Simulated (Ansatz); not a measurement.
# GaP: the cost of one run

Computed with Ansatz 0.2.0 (DFT PBEsol, scalar-relativistic, plane waves, PAW, unless a step's input says otherwise).

3 further runs of the same task are left out: 1 that didn't finish, 2 set aside as unsound or not needed.

## 1. The structure to begin with

The structure is cubic, space group F-43m (No. 216). The conventional cell has a = 5.438 Å, b = 5.438 Å, c = 5.438 Å, α = 90.00°, β = 90.00°, γ = 90.00°. Around Ga (site symmetry -43m) lie 4 P at 2.35 Å. P (site symmetry -43m) is surrounded by 4 Ga at 2.35 Å.

Structure file:

```
Ga P
1.0
     0.00000    2.71923    2.71923
     2.71923    0.00000    2.71923
     2.71923    2.71923    0.00000
Ga P
1 1
Direct
  0.00000 0.00000 0.00000
  0.25000 0.25000 0.25000
```

It is the result of an earlier relaxation at this level (volume 20.11 Å³/atom; gap on the mesh: 1.50 eV).

## 2. Building the (111) antiphase boundary, species swapped

The upper half of the cell takes the other sublattice, which makes two boundaries. Atoms and height relax; energies count from the bulk on a matched mesh, -2242.0287 eV an atom.

The cell holds 6 Ga, 6 P: a = 3.846 Å, b = 3.846 Å, c = 18.839 Å, α = 90.00°, β = 90.00°, γ = 120.00°.

## 3. Relaxation

input.yaml reads:

```yaml
crystal:
  lattice:
    - [3.8455650058, 0.0, 0.0]
    - [-1.9227825029, 3.3303569869, 0.0]
    - [0.0, 0.0, 18.8393440737]
  atoms:
    - { symbol: Ga, position: [0.0, 0.0, 0.0] }
    - { symbol: P, position: [0.6666666667, 0.3333333333, 0.2083333333] }
    - { symbol: P, position: [0.3333333333, 0.6666666667, 0.0416666667] }
    - { symbol: Ga, position: [0.3333333333, 0.6666666667, 0.1666666667] }
    - { symbol: Ga, position: [0.6666666667, 0.3333333333, 0.3333333333] }
    - { symbol: P, position: [0.0, 0.0, 0.375] }
    - { symbol: P, position: [1.0, 0.0, 0.5] }
    - { symbol: Ga, position: [0.6666666667, 0.3333333333, 0.7083333333] }
    - { symbol: Ga, position: [0.3333333333, 0.6666666667, 0.5416666667] }
    - { symbol: P, position: [0.3333333333, 0.6666666667, 0.6666666667] }
    - { symbol: P, position: [0.6666666667, 0.3333333333, 0.8333333333] }
    - { symbol: Ga, position: [0.0, 0.0, 0.875] }
basis:
  ecutwfc: 420
kpoints:
  mp_grid: { grid: [12, 12, 2] }
hamiltonian:
  xc: pbesol
scf:
  occupations: { method: gaussian, width: 0.05 }
output:
  forces: true
  stress: true
  eigenvalues: true
  populations: true
  write_density: true
  write_potential: true
  elf: true
  volumetric_format: npy
relax:
  adjacent_minimum: "off"
  f_tol: 0.02
  max_steps: 45
  cell: { fix: [a, b, alpha, beta, gamma], stress_tol: 0.1 }
```

Launch:

```console
ansatz run input.yaml --threads 2 --pin off --max-ram 5120MiB --backend cpu --events-out ev --progress --plain --runs-dir out
```

What time and memory should one allow on 2 threads of Intel Xeon Platinum 8259CL at 2.50GHz (Skylake/Cascade Lake), shared host?

About 2.9 min, with a peak of 0.9 GiB.
